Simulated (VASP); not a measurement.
SrTiO3, 5 atoms in the cell. The structure is cubic, space group Pm-3m (No. 221). Conventional cell: a = 3.905 Å, b = 3.905 Å, c = 3.905 Å, α = 90.00°, β = 90.00°, γ = 90.00°. Sr (site symmetry m-3m) has 12 O at 2.76 Å as nearest neighbours. Ti (site symmetry m-3m) has 6 O at 1.95 Å as nearest neighbours. O (site symmetry 4/mmm) is surrounded by 2 Ti at 1.95 Å. 

| Property | Result |
| --- | --- |
| Program | VASP 6.6.1 |
| Task | relaxation of cell and atoms |
| Functional | LDA |
| Potentials or basis | VASP PAW LDA potentials, release 64 (Sr_sv, Ti_sv, O) |
| Cutoff | 600 eV |
| k mesh | 8 × 8 × 8 |
| Occupations | gaussian, width 0.03 eV |
| Spin | no spin polarisation |
| Further INCAR settings | ALGO = Normal; EDIFF = 1e-06; IBRION = 2; EDIFFG = -0.01; NSW = 90; ISIF = 3 |

Potentials or basis: VASP PAW LDA potentials, release 64 (Sr_sv, Ti_sv, O).

Run with:

```sh
$ cat potpaw_LDA.64/Sr_sv/POTCAR potpaw_LDA.64/Ti_sv/POTCAR potpaw_LDA.64/O/POTCAR > POTCAR
$ mpirun -np 1 vasp_std > vasp.out
```

Hardware: 1 thread of Intel(R) Xeon(R) Platinum 8488C (Sapphire Rapids), on a shared host.

Question: Estimate the wall time of this run.

Answer: Run time: 110 s on 1 thread of Intel(R) Xeon(R) Platinum 8488C (Sapphire Rapids), on a shared host, peak memory 0.2 GiB. Counts: scf iterations 36, k points 35, ion steps 3.
